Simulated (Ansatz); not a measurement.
**MoS2 under changes of volume**

One of the cells (17.685 Å³/atom); the others are scaled copies at fixed shape and fractional positions:

```xyz
3
Lattice="1.5815 0.9131 6.1233 -1.5815 0.9131 6.1233 0.0000 -1.8262 6.1233" Properties=species:S:1:pos:R:3 pbc="T T T"
Mo    0.0000    0.0000    0.0000
S     0.0000    0.0000   13.7481
S     0.0000    0.0000   10.7446
```

Measurements of this composition are mostly on another form, of space group No. 194.

| Item | Value |
| --- | --- |
| Program | Ansatz 0.2.0 |
| Functional | PBE |
| Potentials or basis | all-electron LAPW, scalar-relativistic |
| Cutoff | 272 eV (chosen from the basis error) |
| Basis error allowed | 0.001 eV/atom |
| k mesh | 10 × 10 × 10 |
| Occupations | fermi-dirac, width 0.05 eV |
| Spin | no spin polarisation |

```csv
volume (Å³/atom),energy over the lowest point (meV/atom),pressure (GPa),largest force (eV/Å)
16.624,130.21,21.7,2.562
16.977,87.41,17.1,2.107
17.331,54.21,13.0,1.684
17.685,?,?,?
18.038,12.95,5.9,0.928
18.392,3.29,2.9,0.590
18.746,0.00,0.1,0.275
```

Problem. What does the run at 17.685 Å³/atom give?

Solution. Energy over the lowest point 29.67 meV/atom; pressure 9.3 GPa; largest force 1.292 eV/Å.

Worked out: A Birch-Murnaghan fit of order 3 (a polynomial in V^(-2/3)) to the other rows has its minimum at 18.77 Å³/atom, just outside them, with B0 = V·E''(V) = 137 GPa and B' = 4.4 at fixed shape and positions, which overstates the stiffness. It gives 29.64 meV/atom at 17.685 Å³/atom, against the run's 29.67, and -dE/dV = 9.3 GPa, against 9.3.

Energies are extrapolated to zero smearing.

Caveats: forces of over 1 eV/Å show positions far from the minimum, so gaps and moduli don't describe the material at rest (some runs).
